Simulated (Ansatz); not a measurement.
Input, command and steps of an Ansatz relaxation.

```yaml
crystal:
  lattice:
    - [2.6277747278, -2.6278484479, -0.019643867]
    - [2.6277747278, 2.6278484479, -0.019643867]
    - [-2.5938252155, 0.0, 4.5592906328]
  atoms:
    - { symbol: Ti, position: [0.1250005189, 0.8749994811, 0.25] }
    - { symbol: Ti, position: [0.8749994811, 0.1250005189, 0.75] }
    - { symbol: O, position: [0.3382167674, 0.0882188817, 0.6764342467] }
    - { symbol: O, position: [0.6617832326, 0.9117811183, 0.3235657533] }
    - { symbol: O, position: [0.9117811183, 0.6617832326, 0.8235657533] }
    - { symbol: O, position: [0.0882188817, 0.3382167674, 0.1764342467] }
basis:
  ecutwfc: 420
kpoints:
  mp_grid: { grid: [6, 6, 6] }
hamiltonian:
  xc: pbe
  hubbard: { sites: [{ species: Ti, l: d, u_eff: 4.0 }] }
scf:
  occupations: { method: gaussian, width: 0.02 }
output:
  forces: true
  stress: true
  eigenvalues: true
relax:
  adjacent_minimum: "off"
  f_tol: 0.01
  max_steps: 30
  cell: { stress_tol: 0.1, fix: [volume] }
```

```bash
ansatz run input.yaml --threads 1 --pin off --max-ram 2560MiB --backend cpu --events-out ev --progress --plain --runs-dir out
```

All numbers below come from DFT PBE+U, scalar-relativistic, plane waves, PAW in Ansatz 0.2.0.

The volume is held at 0.88 times that of the relaxed cell.

Of 6 frames 5 are shown, positions in Å and forces in eV/Å; the SCF threshold varies from step to step. Steps run on the plane waves of an earlier cell, with a Pulay correction in the pressure. The basis is chosen afresh for the last frame, the zero of the energies, and at times for earlier ones too; energy and pressure step there, also at an unchanged geometry. The mark taken_back stands on steps that the optimiser undid.

```xyz
6
Lattice="2.6278 -2.6278 -0.0196 2.6278 2.6278 -0.0196 -2.5938 0.0000 4.5593" Properties=species:S:1:pos:R:3:forces:R:3 pbc="T T T" step=1 free_energy_over_end_meV_per_atom=2.98 pressure_GPa=28.47
Ti    1.9793    1.9709    1.1202    0.0000    0.0000    0.0000
Ti    0.6824   -1.9709    3.3998    0.0000    0.0000    0.0000
O    -0.6340   -0.6570    3.0757    0.0018    0.0000    0.2433
O     3.2957    0.6570    1.4443   -0.0018    0.0000   -0.2433
O     1.9988   -0.6570    3.7240   -0.0018    0.0000   -0.2433
O     0.6629    0.6570    0.7960    0.0018    0.0000    0.2433
6
Lattice="2.6337 -2.6338 -0.0197 2.6337 2.6338 -0.0197 -2.5999 0.0000 4.5389" Properties=species:S:1:pos:R:3:forces:R:3 pbc="T T T" step=2 free_energy_over_end_meV_per_atom=1.34 pressure_GPa=27.56
Ti    1.9837    1.9753    1.1150    0.0000    0.0000    0.0000
Ti    0.6838   -1.9753    3.3845    0.0000    0.0000    0.0000
O    -0.6355   -0.6584    3.0742    0.0010    0.0000    0.1357
O     3.3030    0.6584    1.4253   -0.0010    0.0000   -0.1357
O     2.0030   -0.6584    3.6948   -0.0010    0.0000   -0.1357
O     0.6645    0.6584    0.8047    0.0010    0.0000    0.1357
6
Lattice="2.6508 -2.6509 -0.0198 2.6508 2.6509 -0.0198 -2.6175 0.0000 4.4809" Properties=species:S:1:pos:R:3:forces:R:3 pbc="T T T" step=3 free_energy_over_end_meV_per_atom=0.18 pressure_GPa=25.72
Ti    1.9964    1.9882    1.1004    0.0000    0.0000    0.0000
Ti    0.6877   -1.9882    3.3409    0.0000    0.0000    0.0000
O    -0.6399   -0.6627    3.0584    0.0003    0.0000    0.0445
O     3.3240    0.6627    1.3829   -0.0003    0.0000   -0.0445
O     2.0153   -0.6627    3.6233   -0.0003    0.0000   -0.0445
O     0.6689    0.6627    0.8179    0.0003    0.0000    0.0445
6
Lattice="2.6455 -2.6456 -0.0198 2.6455 2.6456 -0.0198 -2.6120 0.0000 4.4988" Properties=species:S:1:pos:R:3:forces:R:3 pbc="T T T" step=4 free_energy_over_end_meV_per_atom=0.28 pressure_GPa=25.61 taken_back
Ti    1.9925    1.9842    1.1049    0.0000    0.0000    0.0000
Ti    0.6865   -1.9842    3.3543    0.0000    0.0000    0.0000
O    -0.6384   -0.6614    3.0725   -0.0007    0.0000   -0.0907
O     3.3174    0.6614    1.3867    0.0007    0.0000    0.0907
O     2.0114   -0.6614    3.6362    0.0007    0.0000    0.0907
O     0.6676    0.6614    0.8231   -0.0007    0.0000   -0.0907
6
Lattice="2.6482 -2.6483 -0.0198 2.6482 2.6483 -0.0198 -2.6148 0.0000 4.4897" Properties=species:S:1:pos:R:3:forces:R:3 pbc="T T T" step=6 free_energy_over_end_meV_per_atom=0.00 pressure_GPa=25.78
Ti    1.9945    1.9862    1.1026    0.0000    0.0000    0.0000
Ti    0.6871   -1.9862    3.3474    0.0000    0.0000    0.0000
O    -0.6392   -0.6621    3.0641    0.0000    0.0000   -0.0004
O     3.3208    0.6621    1.3860    0.0000    0.0000    0.0004
O     2.0134   -0.6621    3.6308    0.0000    0.0000    0.0004
O     0.6682    0.6621    0.8192    0.0000    0.0000   -0.0004
```

The run took 14 s on 1 thread of Intel(R) Xeon(R) 6975P-C (Granite Rapids), on a shared host, peak memory 0.45 GiB.